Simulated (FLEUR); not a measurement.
# HgTe (I-4m2) in FLEUR: further runs

The runs below take HgTe through band structure, equation of state, with SCAN.

All numbers are computed with FLEUR MaX-R8.1 (later development tree); they aren't measurements. Logs are shortened: lines on timing, memory, paths and dates and some standing lists are left out, and cuts for length are marked.

**1. Starting point**

Symmetry: I-4m2, No. 119, tetragonal system. The conventional cell has a = 6.091 Å, b = 6.091 Å, c = 3.119 Å, α = 90.00°, β = 90.00°, γ = 90.00°. Hg (site symmetry -4m2) has 2 Hg at 3.12 Å and 4 Te at 3.14 Å as nearest neighbours. Te (site symmetry -4m2) has 2 Te at 3.12 Å and 4 Hg at 3.14 Å as nearest neighbours.

Measurements of this composition are mostly on another form, of space group No. 216.

**2. Band structure, SCAN**

inp.xml

```xml
<?xml version="1.0" encoding="UTF-8" standalone="no"?>
<fleurInput fleurInputVersion="0.39">
   <comment>
      HgTe                                                                                                
   </comment>
   <calculationSetup>
      <cutoffs Kmax="4.1" Gmax="12.7" GmaxXC="12.7" numbands="0"/>
      <scfLoop itmax="80" minDistance="0.0001" maxIterBroyd="30" imix="Anderson" alpha="0.05" precondParam="0.0" spinf="2.0" sdNocoIR="T"/>
      <coreElectrons ctail="F" frcor="F" kcrel="0" coretail_lmax="0"/>
      <xcFunctional name="LibXC" relativisticCorrections="F">
         <LibXCName exchange="mgga_x_scan" correlation="mgga_c_scan"/>
         <AuxGGA exchange="117" correlation="130"/>
      </xcFunctional>
      <magnetism jspins="1"/>
      <soc l_soc="F" theta="0.0" phi="0.0" spav="F"/>
      <expertModes spex="0" secvar="F"/>
      <geometryOptimization l_f="F" forcealpha="1.0" forcemix="BFGS" epsdisp="0.00001" epsforce="0.00001"/>
      <ldaU l_linMix="F" mixParam="0.05" spinf="1.0"/>
   </calculationSetup>
   <cell>
      <bzIntegration valenceElectrons="42.0" mode="hist" fermiSmearingEnergy="0.00183747">
         <kPointListSelection listName="default-1"/>
         <!-- k-points included here -->
         <xi:include xmlns:xi="http://www.w3.org/2001/XInclude" href="kpts.xml"> </xi:include>
      </bzIntegration>
      <!-- symmetry operations included here -->
[... 32 lines left out ...]
         </electronConfig>
         <energyParameters s="5" p="5" d="5" f="4"/>
         <lo type="SCLO" l="1" n="4" eDeriv="0"/>
         <lo type="SCLO" l="1" n="4" eDeriv="1"/>
         <lo type="SCLO" l="2" n="4" eDeriv="0"/>
         <lo type="SCLO" l="2" n="4" eDeriv="1"/>
         <lo type="SCLO" l="0" n="5" eDeriv="2"/>
         <lo type="SCLO" l="3" n="4" eDeriv="2"/>
      </species>
   </atomSpecies>
   <atomGroups>
      <atomGroup species="Mercury (Hg)">
         <relPos label="                   1">-1.000/4.000 1.000/4.000 1.000/2.000</relPos>
         <force calculate="T" relaxXYZ="TTT"/>
      </atomGroup>
      <atomGroup species="Tellurium (Te)">
         <relPos label="                   2">.0000000000 .0000000000 .0000000000</relPos>
         <force calculate="T" relaxXYZ="TTT"/>
      </atomGroup>
   </atomGroups>
   <output dos="F" band="F" slice="F">
      <checks vchk="F" cdinf="F"/>
      <bandDOS minEnergy="-.5*Htr" maxEnergy="0.5*Htr" sigma="0.015" storeEVData="T"/>
      <vacuumDOS vacdos="F" integ="F" star="F" nstars="0" locx1="0.0" locy1="0.0" locx2="0.0" locy2="0.0" nstm="0" tworkf="0.0"/>
      <unfoldingBand unfoldBand="F" supercellX="1" supercellY="1" supercellZ="1"/>
      <plotting iplot="0" polar="F">
         <plot TwoD="T" vec1="  1.0  0.0  0.0" vec2="  0.0  1.0  0.0" vec3="  0.0  0.0  1.0" zero="  0.0  0.0  0.0" file="plot"/>
      </plotting>
      <chargeDensitySlicing numkpt="0" minEigenval="0.0" maxEigenval="0.0" nnne="0" pallst="F"/>
      <specialOutput eonly="F"/>
      <moessbauerParams electricFieldGradient="T" isomerShift="T" coreHyperfine="T" valenceHyperfine="T"/>
      <magneticCircularDichroism mcd="F" energyLo="-10.0" energyUp="0.0"/>
   </output>
  <!-- We include the file relax.xml here to enable relaxations (see documentation) -->
  <xi:include xmlns:xi="http://www.w3.org/2001/XInclude" href="relax.xml"> <xi:fallback/> </xi:include>
</fleurInput>
```

crystal.txt

```
HgTe
&input cartesian=F /
-3.0456030000  3.0456030000  1.5594100000
3.0456030000  -3.0456030000  1.5594100000
3.0456030000  3.0456030000  -1.5594100000
1.8897261246
1.0 1.0 1.0

2
80 0.7500000000  0.2500000000  0.5000000000
52 0.0000000000  0.0000000000  0.0000000000

&kpt div1=10 div2=10 div3=10 gamma=T /
```

inp.xml (bands)

```
<?xml version="1.0" encoding="UTF-8" standalone="no"?>
<fleurInput fleurInputVersion="0.39">
   <comment>
      HgTe                                                                                                
   </comment>
   <calculationSetup>
      <cutoffs Kmax="4.1" Gmax="12.7" GmaxXC="12.7" numbands="0"/>
      <scfLoop itmax="80" minDistance="0.0001" maxIterBroyd="30" imix="Anderson" alpha="0.05" precondParam="0.0" spinf="2.0" sdNocoIR="T"/>
      <coreElectrons ctail="F" frcor="F" kcrel="0" coretail_lmax="0"/>
      <xcFunctional name="LibXC" relativisticCorrections="F">
         <LibXCName exchange="mgga_x_scan" correlation="mgga_c_scan"/>
         <AuxGGA exchange="117" correlation="130"/>
      </xcFunctional>
      <magnetism jspins="1"/>
      <soc l_soc="F" theta="0.0" phi="0.0" spav="F"/>
      <expertModes spex="0" secvar="F"/>
      <geometryOptimization l_f="F" forcealpha="1.0" forcemix="BFGS" epsdisp="0.00001" epsforce="0.00001"/>
      <ldaU l_linMix="F" mixParam="0.05" spinf="1.0"/>
   </calculationSetup>
   <cell>
      <bzIntegration valenceElectrons="42.0" mode="hist" fermiSmearingEnergy="0.00183747">
         <kPointListSelection listName="path-1"/>
         <!-- k-points included here -->
         <xi:include xmlns:xi="http://www.w3.org/2001/XInclude" href="kpts.xml"> </xi:include>
      </bzIntegration>
      <!-- symmetry operations included here -->
[... 33 lines left out ...]
         <energyParameters s="5" p="5" d="5" f="4"/>
         <lo type="SCLO" l="1" n="4" eDeriv="0"/>
         <lo type="SCLO" l="1" n="4" eDeriv="1"/>
         <lo type="SCLO" l="2" n="4" eDeriv="0"/>
         <lo type="SCLO" l="2" n="4" eDeriv="1"/>
         <lo type="SCLO" l="0" n="5" eDeriv="2"/>
         <lo type="SCLO" l="3" n="4" eDeriv="2"/>
      </species>
   </atomSpecies>
   <atomGroups>
      <atomGroup species="Mercury (Hg)">
         <relPos label="                   1">-1.000/4.000 1.000/4.000 1.000/2.000</relPos>
         <force calculate="T" relaxXYZ="TTT"/>
      </atomGroup>
      <atomGroup species="Tellurium (Te)">
         <relPos label="                   2">.0000000000 .0000000000 .0000000000</relPos>
         <force calculate="T" relaxXYZ="TTT"/>
      </atomGroup>
   </atomGroups>
   <output dos="F" band="T" slice="F">
      <checks vchk="F" cdinf="F"/>
      <bandDOS minEnergy="-.5*Htr" maxEnergy="0.5*Htr" sigma="0.015" storeEVData="T"/>
      <vacuumDOS vacdos="F" integ="F" star="F" nstars="0" locx1="0.0" locy1="0.0" locx2="0.0" locy2="0.0" nstm="0" tworkf="0.0"/>
      <unfoldingBand unfoldBand="F" supercellX="1" supercellY="1" supercellZ="1"/>
      <plotting iplot="0" polar="F">
         <plot TwoD="T" vec1="  1.0  0.0  0.0" vec2="  0.0  1.0  0.0" vec3="  0.0  0.0  1.0" zero="  0.0  0.0  0.0" file="plot"/>
      </plotting>
      <chargeDensitySlicing numkpt="0" minEigenval="0.0" maxEigenval="0.0" nnne="0" pallst="F"/>
      <specialOutput eonly="F"/>
      <moessbauerParams electricFieldGradient="T" isomerShift="T" coreHyperfine="T" valenceHyperfine="T"/>
      <magneticCircularDichroism mcd="F" energyLo="-10.0" energyUp="0.0"/>
   </output>
  <!-- We include the file relax.xml here to enable relaxations (see documentation) -->
  <xi:include xmlns:xi="http://www.w3.org/2001/XInclude" href="relax.xml"> <xi:fallback/> </xi:include>
</fleurInput>
```

Potentials or basis: all-electron, FLAPW.

Launch:

```sh
$ inpgen -f crystal.txt -profile fastHighL
$ # inp.xml edited to the form shown
$ fleur_MPI
$ fleur_MPI   # second run, on inp.xml (bands)
```

The program printed:

```text
Welcome to FLEUR        (www.flapw.de)
      MaX-Release 8.1          (www.max-centre.eu)
 func_ids         267         263         267         263
 MetaGGA potential functional detected - V_tau will be computed
 Auxiliary Potential for radial basis: exchange=         117  correlation=         130
The functional 'SCAN exchange of Sun, Ruzsinszky, and Perdew' is an exchange functional, it belongs to the 'MGGA' family and is defined in the reference(s):
[1] J. Sun, A. Ruzsinszky, and J. P. Perdew.,  Phys. Rev. Lett. 115, 036402 (2015)
The functional 'SCAN correlation of Sun, Ruzsinszky, and Perdew' is a correlation functional, it belongs to the 'MGGA' family and is defined in the reference(s):
[1] J. Sun, A. Ruzsinszky, and J. P. Perdew.,  Phys. Rev. Lett. 115, 036402 (2015)
 Using same functional for VXC and EXC

 ========== k-point set info ==========
 Selected k-point list: default-1
 k-point list type: mesh
 10 x 10 x 10
 Number of k points: 102

 ------------Calculation Setup---------------------------
 Number of MPI-tasks      :            1
 Number of PE/node        :            1
 Number of OMP-threads    :            1
 Most efficient MPI parallelization for:
           1           2           3           6          17          34          51         102
 Additional eigenvalue parallelization possible
 Number of basis functions:          560
 Approximate size of matrices (H+S) per k-point:         0.009 GB
 --------------------------------------------------------
The functional 'Hammer, Hansen, and Norskov' is an exchange functional, it belongs to the 'GGA' family and is defined in the reference(s):
[... 6 lines left out ...]
 Reset of history
 Reset of history
 Iteration:     1   Distance:      40.35664575 me/bohr^3
The functional 'Hammer, Hansen, and Norskov' is an exchange functional, it belongs to the 'GGA' family and is defined in the reference(s):
[1] B. Hammer, L. B. Hansen, and J. K. Nørskov.,  Phys. Rev. B 59, 7413 (1999)
The functional 'Perdew, Burke & Ernzerhof' is a correlation functional, it belongs to the 'GGA' family and is defined in the reference(s):
[1] J. P. Perdew, K. Burke, and M. Ernzerhof.,  Phys. Rev. Lett. 77, 3865 (1996)
[2] J. P. Perdew, K. Burke, and M. Ernzerhof.,  Phys. Rev. Lett. 78, 1396 (1997)
 Using same functional for VXC and EXC
 Iteration:     2   Distance:      38.41632572 me/bohr^3
The functional 'Hammer, Hansen, and Norskov' is an exchange functional, it belongs to the 'GGA' family and is defined in the reference(s):
[1] B. Hammer, L. B. Hansen, and J. K. Nørskov.,  Phys. Rev. B 59, 7413 (1999)
The functional 'Perdew, Burke & Ernzerhof' is a correlation functional, it belongs to the 'GGA' family and is defined in the reference(s):
[1] J. P. Perdew, K. Burke, and M. Ernzerhof.,  Phys. Rev. Lett. 77, 3865 (1996)
[2] J. P. Perdew, K. Burke, and M. Ernzerhof.,  Phys. Rev. Lett. 78, 1396 (1997)
 Using same functional for VXC and EXC
 Iteration:     3   Distance:      36.48899832 me/bohr^3
The functional 'Hammer, Hansen, and Norskov' is an exchange functional, it belongs to the 'GGA' family and is defined in the reference(s):
[1] B. Hammer, L. B. Hansen, and J. K. Nørskov.,  Phys. Rev. B 59, 7413 (1999)
The functional 'Perdew, Burke & Ernzerhof' is a correlation functional, it belongs to the 'GGA' family and is defined in the reference(s):
[1] J. P. Perdew, K. Burke, and M. Ernzerhof.,  Phys. Rev. Lett. 77, 3865 (1996)
[2] J. P. Perdew, K. Burke, and M. Ernzerhof.,  Phys. Rev. Lett. 78, 1396 (1997)
 Using same functional for VXC and EXC
 Iteration:     4   Distance:       3.51023598 me/bohr^3
The functional 'Hammer, Hansen, and Norskov' is an exchange functional, it belongs to the 'GGA' family and is defined in the reference(s):
[1] B. Hammer, L. B. Hansen, and J. K. Nørskov.,  Phys. Rev. B 59, 7413 (1999)
The functional 'Perdew, Burke & Ernzerhof' is a correlation functional, it belongs to the 'GGA' family and is defined in the reference(s):
[1] J. P. Perdew, K. Burke, and M. Ernzerhof.,  Phys. Rev. Lett. 77, 3865 (1996)
[2] J. P. Perdew, K. Burke, and M. Ernzerhof.,  Phys. Rev. Lett. 78, 1396 (1997)
 Using same functional for VXC and EXC
 Iteration:     5   Distance:       1.05213743 me/bohr^3
The functional 'Hammer, Hansen, and Norskov' is an exchange functional, it belongs to the 'GGA' family and is defined in the reference(s):
[1] B. Hammer, L. B. Hansen, and J. K. Nørskov.,  Phys. Rev. B 59, 7413 (1999)
The functional 'Perdew, Burke & Ernzerhof' is a correlation functional, it belongs to the 'GGA' family and is defined in the reference(s):
[1] J. P. Perdew, K. Burke, and M. Ernzerhof.,  Phys. Rev. Lett. 77, 3865 (1996)
[2] J. P. Perdew, K. Burke, and M. Ernzerhof.,  Phys. Rev. Lett. 78, 1396 (1997)
 Using same functional for VXC and EXC
 Iteration:     6   Distance:       0.76680907 me/bohr^3
The functional 'Hammer, Hansen, and Norskov' is an exchange functional, it belongs to the 'GGA' family and is defined in the reference(s):
[1] B. Hammer, L. B. Hansen, and J. K. Nørskov.,  Phys. Rev. B 59, 7413 (1999)
The functional 'Perdew, Burke & Ernzerhof' is a correlation functional, it belongs to the 'GGA' family and is defined in the reference(s):
[1] J. P. Perdew, K. Burke, and M. Ernzerhof.,  Phys. Rev. Lett. 77, 3865 (1996)
[2] J. P. Perdew, K. Burke, and M. Ernzerhof.,  Phys. Rev. Lett. 78, 1396 (1997)
 Using same functional for VXC and EXC
[... 40 lines left out ...]
[2] J. P. Perdew, K. Burke, and M. Ernzerhof.,  Phys. Rev. Lett. 78, 1396 (1997)
 Using same functional for VXC and EXC
 Iteration:    13   Distance:       0.00192699 me/bohr^3
The functional 'Hammer, Hansen, and Norskov' is an exchange functional, it belongs to the 'GGA' family and is defined in the reference(s):
[1] B. Hammer, L. B. Hansen, and J. K. Nørskov.,  Phys. Rev. B 59, 7413 (1999)
The functional 'Perdew, Burke & Ernzerhof' is a correlation functional, it belongs to the 'GGA' family and is defined in the reference(s):
[1] J. P. Perdew, K. Burke, and M. Ernzerhof.,  Phys. Rev. Lett. 77, 3865 (1996)
[2] J. P. Perdew, K. Burke, and M. Ernzerhof.,  Phys. Rev. Lett. 78, 1396 (1997)
 Using same functional for VXC and EXC
 Iteration:    14   Distance:       0.00074851 me/bohr^3
The functional 'Hammer, Hansen, and Norskov' is an exchange functional, it belongs to the 'GGA' family and is defined in the reference(s):
[1] B. Hammer, L. B. Hansen, and J. K. Nørskov.,  Phys. Rev. B 59, 7413 (1999)
The functional 'Perdew, Burke & Ernzerhof' is a correlation functional, it belongs to the 'GGA' family and is defined in the reference(s):
[1] J. P. Perdew, K. Burke, and M. Ernzerhof.,  Phys. Rev. Lett. 77, 3865 (1996)
[2] J. P. Perdew, K. Burke, and M. Ernzerhof.,  Phys. Rev. Lett. 78, 1396 (1997)
 Using same functional for VXC and EXC
 Iteration:    15   Distance:       0.00057919 me/bohr^3
The functional 'Hammer, Hansen, and Norskov' is an exchange functional, it belongs to the 'GGA' family and is defined in the reference(s):
[1] B. Hammer, L. B. Hansen, and J. K. Nørskov.,  Phys. Rev. B 59, 7413 (1999)
The functional 'Perdew, Burke & Ernzerhof' is a correlation functional, it belongs to the 'GGA' family and is defined in the reference(s):
[1] J. P. Perdew, K. Burke, and M. Ernzerhof.,  Phys. Rev. Lett. 77, 3865 (1996)
[2] J. P. Perdew, K. Burke, and M. Ernzerhof.,  Phys. Rev. Lett. 78, 1396 (1997)
 Using same functional for VXC and EXC
 Iteration:    16   Distance:       0.00022557 me/bohr^3
The functional 'Hammer, Hansen, and Norskov' is an exchange functional, it belongs to the 'GGA' family and is defined in the reference(s):
[1] B. Hammer, L. B. Hansen, and J. K. Nørskov.,  Phys. Rev. B 59, 7413 (1999)
The functional 'Perdew, Burke & Ernzerhof' is a correlation functional, it belongs to the 'GGA' family and is defined in the reference(s):
[1] J. P. Perdew, K. Burke, and M. Ernzerhof.,  Phys. Rev. Lett. 77, 3865 (1996)
[2] J. P. Perdew, K. Burke, and M. Ernzerhof.,  Phys. Rev. Lett. 78, 1396 (1997)
 Using same functional for VXC and EXC
 Iteration:    17   Distance:       0.00006225 me/bohr^3

 ********************************************************************
 Run finished successfully
 Stop message:
   all done
 ********************************************************************
```

Wall time 5.9 min (1 thread of Arm Neoverse V2, shared host); peak memory 0.14 GiB.

Results:

* Free energy: -719963.1527 eV
* Band gap along the path: none (metal or under the smearing width)
* Valence electrons inside the program's atomic spheres: Hg 18.56; Te 19.99 (radii Hg 2.66, Te 2.66 bohr)

Levels at the corners of the path, in eV from the Fermi level:
| point | band 17 | band 18 | band 19 | band 20 | band 21 | band 22 | band 23 | band 24 | band 25 | band 26 |
| --- | --- | --- | --- | --- | --- | --- | --- | --- | --- | --- |
| Γ | -6.39 | -6.39 | -3.58 | -2.51 | -2.51 | 3.73 | 5.07 | 7.15 | 7.15 | 9.56 |
| X | -6.37 | -6.34 | -6.28 | -0.89 | 1.54 | 2.22 | 3.01 | 3.68 | 9.28 | 10.67 |
| M | -6.36 | -6.31 | -4.61 | -4.39 | -4.39 | 3.40 | 7.63 | 8.42 | 8.42 | 12.61 |
| Γ | -6.39 | -6.39 | -3.58 | -2.51 | -2.51 | 3.73 | 5.07 | 7.15 | 7.15 | 9.56 |
| Z | -6.58 | -6.19 | -3.81 | -2.20 | -2.20 | -2.19 | 4.22 | 5.99 | 5.99 | 9.94 |
| P | -6.64 | -6.46 | -4.63 | -2.96 | -1.74 | 2.31 | 3.34 | 5.60 | 6.20 | 8.05 |
| N | -6.61 | -6.37 | -4.61 | -2.04 | -1.11 | -0.08 | 3.37 | 4.10 | 6.10 | 8.51 |
| Z1 | -6.58 | -6.19 | -3.81 | -2.20 | -2.20 | -2.19 | 4.22 | 5.99 | 5.99 | 9.94 |
| M | -6.36 | -6.31 | -4.61 | -4.39 | -4.39 | 3.40 | 7.63 | 8.42 | 8.42 | 12.61 |
| X | -6.37 | -6.34 | -6.28 | -0.89 | 1.54 | 2.22 | 3.01 | 3.68 | 9.28 | 10.67 |
| P | -6.64 | -6.46 | -4.63 | -2.96 | -1.74 | 2.31 | 3.34 | 5.60 | 6.20 | 8.05 |

Core levels (eV from the Fermi level):
| atom | levels |
| --- | --- |
| 1 Hg | 1s1/2 -83048.5, 2s1/2 -14703.8, 2p1/2 -14103.6, 2p3/2 -12155.6, 3s1/2 -3486.3, 3p1/2 -3216.8, 3p3/2 -2785.3, 4s1/2 -763.9, 3d3/2 -2340.8, 3d5/2 -2248.3, 4p1/2 -648.5, 4p3/2 -544.3, 4d3/2 -356.1, 4d5/2 -336.7, 4f5/2 -94.5, 4f7/2 -90.3 |
| 2 Te | 1s1/2 -31604.7, 2s1/2 -4841.4, 2p1/2 -4535.1, 2p3/2 -4260.6, 3s1/2 -959.9, 3p1/2 -834.1, 3p3/2 -782.9, 4s1/2 -159.6, 3d3/2 -561.3, 3d5/2 -550.6 |

Caveat: the meta-GGA is that of a development version, with a GGA for the radial functions and cores and without core tails; spin-orbit coupling is left out, which moves the levels of the heavy elements.

**3. Equation of state, SCAN, 27.19 Å³/atom (volume scaled by 0.94)**

Changes to inp.xml since step 2:

```diff
@@ -27,3 +27,3 @@
       <xi:include xmlns:xi="http://www.w3.org/2001/XInclude" href="sym.xml"> </xi:include>
-      <bulkLattice scale="1.0">
+      <bulkLattice scale="0.9795861087">
          <bravaisMatrix>
@@ -37,3 +37,3 @@
       <species name="Mercury (Hg)" element="Hg" atomicNumber="80">
-         <mtSphere radius="2.66" gridPoints="879" logIncrement="0.015"/>
+         <mtSphere radius="2.65" gridPoints="879" logIncrement="0.015"/>
          <atomicCutoffs lmax="10" lnonsphr="10"/>
@@ -51,3 +51,3 @@
       <species name="Tellurium (Te)" element="Te" atomicNumber="52">
-         <mtSphere radius="2.66" gridPoints="879" logIncrement="0.015"/>
+         <mtSphere radius="2.65" gridPoints="879" logIncrement="0.015"/>
          <atomicCutoffs lmax="10" lnonsphr="10"/>
```

Potentials or basis: all-electron, FLAPW.

Launch:

```sh
$ inpgen -f crystal.txt -profile fastHighL
$ # inp.xml edited to the form shown
$ fleur_MPI
```

It took 5.1 min on 1 thread of Arm Neoverse V2, shared host; peak memory 0.14 GiB.

The run converged. Its results:

```yaml
Free_energy: -719963.1860 eV
Band_gap_on_the_k_mesh: none (metal or under the smearing width)
Valence_electrons_inside_the_program's_atomic_spheres: Hg 18.58; Te 20.01 (radii Hg 2.65, Te 2.65 bohr)
```

Caveat: the meta-GGA is that of a development version, with a GGA for the radial functions and cores and without core tails.

**4. Equation of state, SCAN, 27.77 Å³/atom (volume scaled by 0.96)**

Changes to inp.xml since step 3:

```diff
@@ -27,3 +27,3 @@
       <xi:include xmlns:xi="http://www.w3.org/2001/XInclude" href="sym.xml"> </xi:include>
-      <bulkLattice scale="0.9795861087">
+      <bulkLattice scale="0.9864848297">
          <bravaisMatrix>
```

Launch:

```sh
$ inpgen -f crystal.txt -profile fastHighL
$ # inp.xml edited to the form shown
$ fleur_MPI
```

Wall time 5.3 min (1 thread of Arm Neoverse V2, shared host); peak memory 0.14 GiB.

The run converged. Its results:

```
Free energy                                           : -719963.1827 eV
Band gap on the k mesh                                : none (metal or under the smearing width)
Valence electrons inside the program's atomic spheres : Hg 18.57; Te 19.99 (radii Hg 2.65, Te 2.65 bohr)
```

Caveat: the meta-GGA is that of a development version, with a GGA for the radial functions and cores and without core tails.

**5. Equation of state, SCAN, 28.93 Å³/atom**

Changes to inp.xml since step 4:

```diff
@@ -27,3 +27,3 @@
       <xi:include xmlns:xi="http://www.w3.org/2001/XInclude" href="sym.xml"> </xi:include>
-      <bulkLattice scale="0.9864848297">
+      <bulkLattice scale="1.0000000000">
          <bravaisMatrix>
```

Launch:

```sh
$ inpgen -f crystal.txt -profile fastHighL
$ # inp.xml edited to the form shown
$ fleur_MPI
```

It took 6 min on 1 thread of Arm Neoverse V2, shared host; peak memory 0.14 GiB.

It converged, with:

```yaml
Free_energy: -719963.1570 eV
Band_gap_on_the_k_mesh: none (metal or under the smearing width)
Valence_electrons_inside_the_program's_atomic_spheres: Hg 18.54; Te 19.97 (radii Hg 2.65, Te 2.65 bohr)
```

Caveat: the meta-GGA is that of a development version, with a GGA for the radial functions and cores and without core tails.

(Continued in part 2 of 2.)
